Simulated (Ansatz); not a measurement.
Fluorite TiO2, relaxed with r2SCAN in Ansatz 0.2.0. The symmetry is Fm-3m (No. 225, cubic); a = 4.794 Å in the conventional setting, 9.18 Å³ an atom. Ti has 8 O at 2.08 Å; O has 4 Ti at 2.08 Å.

The axes x, y and z are those of this cell:
```xyz
3
Lattice="0.0000 2.3968 2.3968 2.3968 0.0000 2.3968 2.3968 2.3968 0.0000" Properties=species:S:1:pos:R:3 pbc="T T T"
Ti    0.0000    0.0000    0.0000
O     1.1984    1.1984    1.1984
O     3.5952    3.5952    3.5952
```

Unstrained: The PBE gap is indirect, 1.145 eV (X to Γ), below the direct gap of 1.850 eV at X. With r2SCAN the valence top lies at X and the conduction bottom at Γ, 1.508 eV higher; the smallest vertical gap, at X, is 2.205 eV. With HSE06 the valence top lies at X and the conduction bottom at Γ, 2.630 eV higher; the smallest vertical gap, at X, is 3.354 eV. Meshes: PBE 10×10×10, r2SCAN 10×10×10, HSE06 6×6×6. Strains are changes of length per length, and xy shears are angles. After each strain the atoms were relaxed again with r2SCAN within the symmetry that the strain leaves, so tilts or polar shifts that break it weren't tested; points keep the names that they have in the unstrained zone. Note: simulated data, non-magnetic, for a generated structure that need not be the stable one.

Task: Estimate what uniaxial -1.0 % along [111], other directions held does to the gap.

Result: PBE: the gap goes from 1.145 to 1.154 eV (+0.009 eV). r2SCAN: the gap goes from 1.508 to 1.520 eV (+0.012 eV). HSE06: the gap goes from 2.630 to 2.645 eV (+0.015 eV). The r2SCAN energy rises by 1.0 meV an atom.

Task: Apply isotropic +1.0 % on every length. How far does the gap move, against the unstrained cell?

Result: PBE: the gap goes from 1.145 to 1.117 eV (-0.028 eV). r2SCAN: the gap goes from 1.508 to 1.473 eV (-0.035 eV). HSE06: the gap goes from 2.630 to 2.585 eV (-0.045 eV). The r2SCAN energy rises by 6.9 meV an atom.

Task: Estimate what epitaxial +2.0 % in the xy plane, free normal strain -0.45 % does to the gap.

Result: PBE: the gap goes from 1.145 to 0.870 eV (-0.275 eV); the X points, equivalent before, split by 270 meV, and the valence top lies at those like (1/2, 1/2, 0). r2SCAN: the gap goes from 1.508 to 1.219 eV (-0.289 eV); the X points, equivalent before, split by 280 meV, and the valence top lies at those like (1/2, 1/2, 0). HSE06: the gap goes from 2.630 to 2.320 eV (-0.310 eV); the X points, equivalent before, split by 279 meV, and the valence top lies at those like (1/2, 1/2, 0). The r2SCAN energy rises by 15.9 meV an atom.

Task: Apply uniaxial -3.0 % along x, other directions held. How far does the gap move, against the unstrained cell?

Result: PBE: the gap goes from 1.145 to 0.835 eV (-0.310 eV); the X points, equivalent before, split by 365 meV, and the valence top lies at those like (0, 1/2, 1/2). r2SCAN: the gap goes from 1.508 to 1.198 eV (-0.310 eV); the X points, equivalent before, split by 378 meV, and the valence top lies at those like (0, 1/2, 1/2). HSE06: the gap goes from 2.630 to 2.316 eV (-0.314 eV); the X points, equivalent before, split by 378 meV, and the valence top lies at those like (0, 1/2, 1/2). The r2SCAN energy rises by 18.0 meV an atom.

Task: Apply xy shear, engineering strain (angle) +1.5 %. How far does the gap move, against the unstrained cell?

Result: PBE: the gap goes from 1.145 to 1.145 eV (0.000 eV). r2SCAN: the gap goes from 1.508 to 1.508 eV (0.000 eV). HSE06: the gap goes from 2.630 to 2.630 eV (0.000 eV). The r2SCAN energy rises by 0.2 meV an atom.

The meshes of the hybrids are coarse, so their gaps aren't converged to the digits shown.
